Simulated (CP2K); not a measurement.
**Si2Mo under changes of volume**

One of the cells (13.416 Å³/atom); the others are scaled copies at fixed shape and fractional positions:

```
Mo Si
1.0
     4.53529    0.00000    0.00000
     2.27744    3.92200    0.00000
    -3.40636   -1.96100    2.26274
Mo Si
1 2
Direct
  0.00000 0.00000 0.00000
  0.66700 0.66700 0.00000
  0.33300 0.33300 0.00000
```

* Program: CP2K 2026.2
* Functional: PBE
* Potentials or basis: POTENTIAL_UZH Mo GTH-PBE-q14, Si GTH-PBE-q4; TZVP-MOLOPT-PBE-GTH basis
* Density cutoff: 6123 eV
* k mesh: 12 × 12 × 12
* Occupations: fermi-dirac, width 0.05 eV
* Spin: no spin polarisation

| volume (Å³/atom) | energy over the lowest point (meV/atom) | pressure (GPa) | largest force (eV/Å) |
| --- | --- | --- | --- |
| 12.611 | 53.54 | 18.6 | 0.171 |
| 12.879 | 27.31 | 12.8 | 0.210 |
| 13.148 | 10.25 | 7.6 | 0.246 |
| 13.416 | 1.42 | 3.0 | 0.280 |
| 13.684 | 0.00 | -1.2 | 0.312 |
| 13.953 | ? | ? | ? |
| 14.221 | 16.44 | -8.3 | 0.369 |

Problem. What does the run at 13.953 Å³/atom give?

Solution. Energy over the lowest point 5.24 meV/atom; pressure -5.0 GPa; largest force 0.342 eV/Å.

Worked out: A Birch-Murnaghan fit of order 3 (a polynomial in V^(-2/3)) to the other rows has its minimum at 13.60 Å³/atom with B0 = V·E''(V) = 208 GPa and B' = 4.4 at fixed shape and positions, which overstates the stiffness. It gives 5.24 meV/atom at 13.953 Å³/atom, against the run's 5.24, and -dE/dV = -5.0 GPa, against -5.0.

Energies are extrapolated to zero smearing.

Caveats: the basis of atomic orbitals isn't converged, which shifts pressures, moduli and gaps.
